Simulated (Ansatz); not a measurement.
**Ga4As3P: rattling a relaxed structure**

It was reached by relaxing an invented guess, and it needn't be the stable form of this composition.

Computed with DFT PBE, scalar-relativistic, plane waves, PAW (Ansatz). Cutoff 420 eV; k points 10×10×4 on the computed 8-atom cell (Γ-centred); Gaussian smearing, width 0.02 eV; no spin polarisation.

The cell below (8 atoms, space group P-4m2 (No. 115)) is relaxed within its symmetry.

```yaml
crystal:
  lattice:
    - [4.01887, 0.00000, 0.00000]
    - [0.00000, 4.01887, 0.00000]
    - [0.00000, 0.00000, 11.37135]
  atoms:
    - { symbol: Ga, position: [0.50000, 0.00000, 0.61815] }
    - { symbol: Ga, position: [0.00000, 0.50000, 0.87260] }
    - { symbol: Ga, position: [0.50000, 0.00000, 0.12740] }
    - { symbol: Ga, position: [0.00000, 0.50000, 0.38185] }
    - { symbol: P, position: [0.00000, 0.00000, 0.50000] }
    - { symbol: As, position: [0.00000, 0.00000, 0.00000] }
    - { symbol: As, position: [0.50000, 0.50000, 0.25457] }
    - { symbol: As, position: [0.50000, 0.50000, 0.74543] }
```

For the test it was strained at random (σ = 1.5 % a component), the atoms were moved at random (σ = 0.10 Å), and all was relaxed again on a coarse 4×4×2 mesh (in the run’s order of axes) with 0.10 eV smearing, with no symmetry imposed.

Task: Is the structure stable against such a distortion?

Result: It returns, within 1 meV/atom of the unmoved cell on that mesh and with the same symmetry when read at 0.1 Å. So it is stable against the distortions that fit this cell and that this random move excites. Modes that don't fit the cell aren't tested.
